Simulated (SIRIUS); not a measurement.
# Zr (P6_3/mmc) in SIRIUS: a series of runs

Runs on Zr. Level: AM05. Tasks: equation of state.

Everything below comes from runs of SIRIUS 7.12.0. Logs are shortened: lines on timing, memory, paths and dates and some standing lists are left out, and cuts for length are marked. The log counts tension as positive stress, the text compression.

### 1 The crystal as given

It takes space group P6_3/mmc (No. 194, hexagonal). Conventional cell: a = 3.232 Å, b = 3.232 Å, c = 5.147 Å, α = 90.00°, β = 90.00°, γ = 120.00°. Around Zr (site symmetry -6m2) lie 12 Zr at 3.18 to 3.23 Å.

### 2 Equation of state, AM05, 21.88 Å³/atom (volume scaled by 0.94)

File sirius.json:

```json
{
  "control": {
    "processing_unit": "cpu",
    "std_evp_solver_name": "lapack",
    "gen_evp_solver_name": "lapack",
    "verbosity": 2,
    "print_forces": false,
    "ortho_rf": true,
    "use_second_variation": true,
    "rmt_max": 3.0,
    "num_bands_to_print": 23,
    "save_wf": true
  },
  "parameters": {
    "electronic_structure_method": "full_potential_lapwlo",
    "xc_functionals": ["XC_GGA_X_AM05", "XC_GGA_C_AM05"],
    "core_relativity": "dirac",
    "valence_relativity": "iora",
    "num_fv_states": 23,
    "smearing": "fermi_dirac",
    "smearing_width": 0.0018374661,
    "pw_cutoff": 20,
    "gk_cutoff": 3.46,
    "lmax_apw": 10,
    "lmax_rho": 8,
    "lmax_pot": 8,
    "num_mag_dims": 0,
    "auto_rmt": 0,
    "ngridk": [9, 9, 5],
    "shiftk": [0, 0, 0],
    "num_dft_iter": 80,
    "energy_tol": 1e-07,
    "density_tol": 1e-05,
    "use_symmetry": true
  },
  "settings": {"tol_ne": 1e-10},
  "iterative_solver": {"type": "exact"},
  "mixer": {"type": "anderson", "beta": 0.5, "max_history": 8},
  "unit_cell": {
    "lattice_vectors": [[5.9829150579, 0.0, 0.0], [-2.9914575289, 5.1813564286, 0.0], [0.0, 0.0, 9.5278662756]],
    "atom_types": ["Zr"],
    "atom_files": {"Zr": "Zr.json"},
    "atoms": {"Zr": [[0.6666666667, 0.3333333333, 0.75], [0.3333333333, 0.6666666667, 0.25]]}
  }
}
```

File Zr.json:

```json
{
  "name": "zirconium",
  "symbol": "Zr",
  "number": 40,
  "mass": 91.224,
  "rmin": 1e-06,
  "rmt": 2.54,
  "nrmt": 800,
  "rinf": 17.42,
  "core": "1s2s2p3s3p3d",
  "valence": [
    {"basis": [{"enu": 0.15, "dme": 0, "n": 0, "auto": 0}, {"enu": 0.15, "dme": 1, "n": 0, "auto": 0}]},
    {"l": 0, "n": 1, "basis": [{"enu": 0.25, "dme": 0, "n": 0, "auto": 0}]},
    {"l": 1, "n": 2, "basis": [{"enu": 0.25, "dme": 0, "n": 0, "auto": 0}]},
    {"l": 2, "n": 3, "basis": [{"enu": 0.25, "dme": 0, "n": 0, "auto": 0}]},
    {"l": 3, "n": 4, "basis": [{"enu": 0.25, "dme": 0, "n": 0, "auto": 0}]}
  ],
  "lo": [
    {"l": 0, "basis": [{"enu": 0.25, "dme": 0, "n": 0, "auto": 0}, {"enu": 0.25, "dme": 1, "n": 0, "auto": 0}]},
    {
      "l": 0,
      "basis": [{"enu": -1.6112, "dme": 0, "n": 4, "auto": 1}, {"enu": -1.6112, "dme": 1, "n": 4, "auto": 1}]
    },
    {
      "l": 0,
      "basis": [{"enu": -1.6112, "dme": 1, "n": 4, "auto": 1}, {"enu": 0.25, "dme": 0, "n": 0, "auto": 0}]
    },
    {"l": 0, "basis": [{"enu": 0.25, "dme": 0, "n": 0, "auto": 0}, {"enu": 2.73, "dme": 0, "n": 0, "auto": 0}]},
    {"l": 1, "basis": [{"enu": 0.25, "dme": 0, "n": 0, "auto": 0}, {"enu": 0.25, "dme": 1, "n": 0, "auto": 0}]},
    {
      "l": 1,
      "basis": [{"enu": -0.8059, "dme": 0, "n": 4, "auto": 1}, {"enu": -0.8059, "dme": 1, "n": 4, "auto": 1}]
    },
    {
      "l": 1,
      "basis": [{"enu": -0.8059, "dme": 1, "n": 4, "auto": 1}, {"enu": 0.25, "dme": 0, "n": 0, "auto": 0}]
    },
    {"l": 1, "basis": [{"enu": 0.25, "dme": 0, "n": 0, "auto": 0}, {"enu": 3.102, "dme": 0, "n": 0, "auto": 0}]},
    {"l": 2, "basis": [{"enu": 0.25, "dme": 0, "n": 0, "auto": 0}, {"enu": 0.25, "dme": 1, "n": 0, "auto": 0}]},
    {"l": 2, "basis": [{"enu": 0.25, "dme": 1, "n": 0, "auto": 0}, {"enu": 0.25, "dme": 2, "n": 0, "auto": 0}]},
    {"l": 2, "basis": [{"enu": 0.25, "dme": 0, "n": 0, "auto": 0}, {"enu": 2.668, "dme": 0, "n": 0, "auto": 0}]},
    {"l": 3, "basis": [{"enu": 0.25, "dme": 0, "n": 0, "auto": 0}, {"enu": 0.25, "dme": 1, "n": 0, "auto": 0}]},
    {"l": 3, "basis": [{"enu": 0.25, "dme": 0, "n": 0, "auto": 0}, {"enu": 2.947, "dme": 0, "n": 0, "auto": 0}]}
  ],
  "free_atom": [... radial grid and density of the free atom, the start of the SCF ...]
}
```

File sirius_start.json:

```json
{
  "control": {
    "processing_unit": "cpu",
    "std_evp_solver_name": "lapack",
    "gen_evp_solver_name": "lapack",
    "verbosity": 1,
    "print_forces": false,
    "ortho_rf": true,
    "use_second_variation": true,
    "rmt_max": 3.0,
    "num_bands_to_print": 23,
    "save_wf": false
  },
  "parameters": {
    "electronic_structure_method": "full_potential_lapwlo",
    "xc_functionals": ["XC_LDA_X", "XC_LDA_C_PW"],
    "core_relativity": "dirac",
    "valence_relativity": "iora",
    "num_fv_states": 23,
    "smearing": "fermi_dirac",
    "smearing_width": 0.0055123983,
    "pw_cutoff": 20,
    "gk_cutoff": 2.77,
    "lmax_apw": 10,
    "lmax_rho": 8,
    "lmax_pot": 8,
    "num_mag_dims": 0,
    "auto_rmt": 0,
    "ngridk": [4, 4, 2],
    "shiftk": [0, 0, 0],
    "num_dft_iter": 30,
    "energy_tol": 0.01,
    "density_tol": 0.05,
    "use_symmetry": true
  },
  "settings": {"tol_ne": 1e-10},
  "iterative_solver": {"type": "exact"},
  "mixer": {"type": "anderson", "beta": 0.5, "max_history": 8},
  "unit_cell": {
    "lattice_vectors": [[5.9829150579, 0.0, 0.0], [-2.9914575289, 5.1813564286, 0.0], [0.0, 0.0, 9.5278662756]],
    "atom_types": ["Zr"],
    "atom_files": {"Zr": "Zr.json"},
    "atoms": {"Zr": [[0.6666666667, 0.3333333333, 0.75], [0.3333333333, 0.6666666667, 0.25]]}
  }
}
```

Potentials or basis: all-electron FP-LAPW, apw+lo standard.

On the command line:

```sh
OMP_NUM_THREADS=1 sirius.scf --input=sirius_start.json --output=start.json
OMP_NUM_THREADS=1 sirius.scf --input=sirius.json --output=output.json --task=1
```

What it wrote:

```text
[info] SIRIUS version : 7.12.0
[info] number of MPI ranks           : 1
[info] MPI grid                      : 1 1
[info] maximum number of OMP threads : 1
[fft] FFT context for density and potential
[fft] =====================================
[fft]   plane wave cutoff                     : 20
[fft]   grid size                             : 45 45 64   total : 129600
[fft]   grid limits                           : -22 22   -22 22   -31 32
[fft]   number of G-vectors within the cutoff : 39799
[fft]   number of G-shells                    : 2029
[fft] FFT context for coarse grid
[fft] =====================================
[fft]   plane wave cutoff                     : 6.92
[fft]   grid size                             : 16 16 24   total : 6144
[fft]   grid limits                           : -7 8   -7 8   -11 12
[fft]   number of G-vectors within the cutoff : 1677
[fft]   number of G-shells                    : 119
[unit cell] lattice vectors
[unit cell]   a1 :       5.9829150579      0.0000000000      0.0000000000
[unit cell]   a2 :      -2.9914575289      5.1813564286      0.0000000000
[unit cell]   a3 :       0.0000000000      0.0000000000      9.5278662756
[unit cell] reciprocal lattice vectors
[unit cell]   b1 :       1.0501879513      0.6063262964     -0.0000000000
[unit cell]   b2 :       0.0000000000      1.2126525928      0.0000000000
[unit cell]   b3 :       0.0000000000     -0.0000000000      0.6594535571
[unit cell] unit cell volume :       295.36019010 [a.u.^3]
[unit cell] 1/sqrt(omega)    :         0.05818674
[unit cell] MT volume        :       137.28394634 (46.48%)
[unit cell] IT volume        :       158.07624376 (53.52%)
[unit cell] number of atom types : 1
[unit cell] type id : 0 symbol : Zr mt_radius :   2.540000 num_atoms : 2
[unit cell] total number of atoms : 2
[unit cell] number of symmetry classes : 1
[unit cell] atom id  type id  class id             position                      vector_field
[unit cell] ------------------------------------------------------------------------------------------
[unit cell]      0        0        0      0.66667   0.33333   0.75000      0.00000   0.00000   0.00000
[unit cell]      1        0        0      0.33333   0.66667   0.25000      0.00000   0.00000   0.00000
[unit cell] atom id         position (Cartesian, a.u.)
[unit cell] ---------------------------------------------
[unit cell]      0       2.991458    1.727119    7.145900
[unit cell]      1      -0.000000    3.454238    2.381967
[unit cell] class id : 0 atom id : 0 1
[... 284 lines left out ...]
[diagonalize] ik:   33   -1.434866   -1.433834   -0.649019   -0.646922   -0.631003   -0.629198   -0.623023   -0.619679    0.252691    0.260222    0.310867    0.323232    0.344967    0.349131    0.396711    0.433767    0.510499    0.550868    0.564400    0.567375    0.747769    0.777431    0.822358
[diagonalize] ik:   34   -1.433915   -1.433396   -0.650441   -0.648856   -0.635710   -0.632049   -0.622467   -0.620161    0.257090    0.270139    0.303745    0.323361    0.336215    0.356282    0.413449    0.440359    0.516037    0.541473    0.611384    0.619826    0.718807    0.734493    0.770105
[diagonalize] ik:   35   -1.433414   -1.433414   -0.647757   -0.647757   -0.640315   -0.635803   -0.621028   -0.621028    0.285483    0.287731    0.287731    0.299247    0.346486    0.346486    0.414389    0.439145    0.518392    0.518392    0.648887    0.648887    0.726367    0.735033    0.735033
[generate_core_charge_density] atom class : 0
[generate_core_charge_density]   n,l,k : 1 0 1  energy :        -653.32213052
[generate_core_charge_density]   n,l,k : 2 0 1  energy :         -90.03988760
[generate_core_charge_density]   n,l,k : 2 1 1  energy :         -82.41011774
[generate_core_charge_density]   n,l,k : 2 1 2  energy :         -79.26154161
[generate_core_charge_density]   n,l,k : 3 0 1  energy :         -14.26490644
[generate_core_charge_density]   n,l,k : 3 1 1  energy :         -11.42532662
[generate_core_charge_density]   n,l,k : 3 1 2  energy :         -10.92330405
[generate_core_charge_density]   n,l,k : 3 2 2  energy :          -5.90695493
[generate_core_charge_density]   n,l,k : 3 2 3  energy :          -5.81513312
[find] Total energy                   :   -7190.95491848 (Ha),  -14381.90983696 (Ry)
[find] iteration : 1, RMS (target) : 3.5205e-02 (1.0000e-05) , energy difference (target) : -1.3828e-05 (1.0000e-07)
[find] Total energy                   :   -7190.95492000 (Ha),  -14381.90984001 (Ry)
[find] iteration : 2, RMS (target) : 1.0572e-03 (1.0000e-05) , energy difference (target) : -1.5233e-06 (1.0000e-07)
[find] Total energy                   :   -7190.95492076 (Ha),  -14381.90984152 (Ry)
[find] iteration : 3, RMS (target) : 3.3890e-04 (1.0000e-05) , energy difference (target) : -7.5515e-07 (1.0000e-07)
[find] Total energy                   :   -7190.95492095 (Ha),  -14381.90984190 (Ry)
[find] iteration : 4, RMS (target) : 8.6999e-05 (1.0000e-05) , energy difference (target) : -1.9054e-07 (1.0000e-07)
[... 11 lines left out ...]
[find] valence_eval_sum               :     -10.87394665
[find] core_eval_sum                  :   -4243.81371589
[find] kinetic energy                 :    7428.49609610
[find] enuc                           :   -8702.87270768
[find] <rho|V^{XC}>                   :    -292.32793093
[find] <rho|E^{XC}>                   :    -221.15038043
[find] <mag|B^{XC}>                   :       0.00000000
[find] <rho|V^{H}>                    :  -11390.85582772
[find] smearing (-TS)                 :      -0.00062750
[find] SCF correction                 :      -0.00001502
[find] Total energy                   :   -7190.95492089 (Ha),  -14381.90984179 (Ry)
[find] Free energy (E-TS)             :   -7190.95554840 (Ha),  -14381.91109679 (Ry)
[find] band gap (eV)                  :       0.00000000
[find] Efermi                         :       0.35468414
[find] iteration : 5, RMS (target) : 6.3804e-06 (1.0000e-05) , energy difference (target) : 5.7050e-08 (1.0000e-07)
[find] converged after 6 SCF iterations!
Warning in function "check_num_electrons" at src/density/density.cpp:1179
wrong number of electrons
  obtained value : 80
  target value : 80
  difference : 1.24893e-05
  total core leakage : 8.84654e-06
    atom class : 0, core leakage : 4.42327e-06
[find] Charges and magnetic moments
[find] --------------------------------------------------------------------------------
[find] atom      charge    core leakage
[find] --------------------------------------------------------------------------------
[find]    0   37.883649    4.423268e-06
[find]    1   37.883649    4.423268e-06
[find] total core leakage    : 8.84653527e-06
[find] interstitial charge   : 4.232689
[find] total charge          : 79.999988
[find] Energy
[find] --------------------------------------------------------------------------------
[find] valence_eval_sum               :     -10.87394665
[find] core_eval_sum                  :   -4243.81371589
[find] kinetic energy                 :    7428.49609610
[find] enuc                           :   -8702.87270768
[find] <rho|V^{XC}>                   :    -292.32793093
[find] <rho|E^{XC}>                   :    -221.15038043
[find] <mag|B^{XC}>                   :       0.00000000
[find] <rho|V^{H}>                    :  -11390.85582772
[find] smearing (-TS)                 :      -0.00062750
[find] SCF correction                 :      -0.00001502
[find] Total energy                   :   -7190.95492089 (Ha),  -14381.90984179 (Ry)
[find] Free energy (E-TS)             :   -7190.95554840 (Ha),  -14381.91109679 (Ry)
[find] band gap (eV)                  :       0.00000000
[find] Efermi                         :       0.35468414
```

Wall time 36 s (1 thread of Arm Neoverse V1, shared host); peak memory 0.42 GiB.

What came out:

* Free energy: -195675.8689 eV
* Band gap on the k mesh: none (metal or under the smearing width)
* All electrons inside the program's atomic spheres: Zr 37.88 (radii Zr 2.54 bohr)

### 3 Equation of state, AM05, 22.35 Å³/atom (volume scaled by 0.96)

sirius.json: that of step 2 with these lines changed.

```diff
@@ -39,3 +39,3 @@
   "unit_cell": {
-    "lattice_vectors": [[5.9829150579, 0.0, 0.0], [-2.9914575289, 5.1813564286, 0.0], [0.0, 0.0, 9.5278662756]],
+    "lattice_vectors": [[6.0250496507, 0.0, 0.0], [-3.0125248252, 5.2178460565, 0.0], [0.0, 0.0, 9.5949661361]],
     "atom_types": ["Zr"],
```

File Zr.json:

```json
{
  "name": "zirconium",
  "symbol": "Zr",
  "number": 40,
  "mass": 91.224,
  "rmin": 1e-06,
  "rmt": 2.54,
  "nrmt": 800,
  "rinf": 17.42,
  "core": "1s2s2p3s3p3d",
  "valence": [
    {"basis": [{"enu": 0.14, "dme": 0, "n": 0, "auto": 0}, {"enu": 0.14, "dme": 1, "n": 0, "auto": 0}]},
    {"l": 0, "n": 1, "basis": [{"enu": 0.24, "dme": 0, "n": 0, "auto": 0}]},
    {"l": 1, "n": 2, "basis": [{"enu": 0.24, "dme": 0, "n": 0, "auto": 0}]},
    {"l": 2, "n": 3, "basis": [{"enu": 0.24, "dme": 0, "n": 0, "auto": 0}]},
    {"l": 3, "n": 4, "basis": [{"enu": 0.24, "dme": 0, "n": 0, "auto": 0}]}
  ],
  "lo": [
    {"l": 0, "basis": [{"enu": 0.24, "dme": 0, "n": 0, "auto": 0}, {"enu": 0.24, "dme": 1, "n": 0, "auto": 0}]},
    {
      "l": 0,
      "basis": [{"enu": -1.6212, "dme": 0, "n": 4, "auto": 1}, {"enu": -1.6212, "dme": 1, "n": 4, "auto": 1}]
    },
    {
      "l": 0,
      "basis": [{"enu": -1.6212, "dme": 1, "n": 4, "auto": 1}, {"enu": 0.24, "dme": 0, "n": 0, "auto": 0}]
    },
    {"l": 0, "basis": [{"enu": 0.24, "dme": 0, "n": 0, "auto": 0}, {"enu": 2.72, "dme": 0, "n": 0, "auto": 0}]},
    {"l": 1, "basis": [{"enu": 0.24, "dme": 0, "n": 0, "auto": 0}, {"enu": 0.24, "dme": 1, "n": 0, "auto": 0}]},
    {
      "l": 1,
      "basis": [{"enu": -0.8159, "dme": 0, "n": 4, "auto": 1}, {"enu": -0.8159, "dme": 1, "n": 4, "auto": 1}]
    },
    {
      "l": 1,
      "basis": [{"enu": -0.8159, "dme": 1, "n": 4, "auto": 1}, {"enu": 0.24, "dme": 0, "n": 0, "auto": 0}]
    },
    {"l": 1, "basis": [{"enu": 0.24, "dme": 0, "n": 0, "auto": 0}, {"enu": 3.092, "dme": 0, "n": 0, "auto": 0}]},
    {"l": 2, "basis": [{"enu": 0.24, "dme": 0, "n": 0, "auto": 0}, {"enu": 0.24, "dme": 1, "n": 0, "auto": 0}]},
    {"l": 2, "basis": [{"enu": 0.24, "dme": 1, "n": 0, "auto": 0}, {"enu": 0.24, "dme": 2, "n": 0, "auto": 0}]},
    {"l": 2, "basis": [{"enu": 0.24, "dme": 0, "n": 0, "auto": 0}, {"enu": 2.658, "dme": 0, "n": 0, "auto": 0}]},
    {"l": 3, "basis": [{"enu": 0.24, "dme": 0, "n": 0, "auto": 0}, {"enu": 0.24, "dme": 1, "n": 0, "auto": 0}]},
    {"l": 3, "basis": [{"enu": 0.24, "dme": 0, "n": 0, "auto": 0}, {"enu": 2.937, "dme": 0, "n": 0, "auto": 0}]}
  ],
  "free_atom": [... radial grid and density of the free atom, the start of the SCF ...]
}
```

sirius_start.json: that of step 2 with these lines changed.

```diff
@@ -39,3 +39,3 @@
   "unit_cell": {
-    "lattice_vectors": [[5.9829150579, 0.0, 0.0], [-2.9914575289, 5.1813564286, 0.0], [0.0, 0.0, 9.5278662756]],
+    "lattice_vectors": [[6.0250496507, 0.0, 0.0], [-3.0125248252, 5.2178460565, 0.0], [0.0, 0.0, 9.5949661361]],
     "atom_types": ["Zr"],
```

Potentials or basis: all-electron FP-LAPW, apw+lo standard.

On the command line:

```sh
OMP_NUM_THREADS=1 sirius.scf --input=sirius_start.json --output=start.json
OMP_NUM_THREADS=1 sirius.scf --input=sirius.json --output=output.json --task=1
```

Run time: 37 s. Hardware: 1 thread of Arm Neoverse V1, shared host; peak memory 0.42 GiB.

It converged, with:

```yaml
Free_energy: -195675.8795 eV
Band_gap_on_the_k_mesh: none (metal or under the smearing width)
All_electrons_inside_the_program's_atomic_spheres: Zr 37.85 (radii Zr 2.54 bohr)
```

(Part 1 of 2 ends here.)
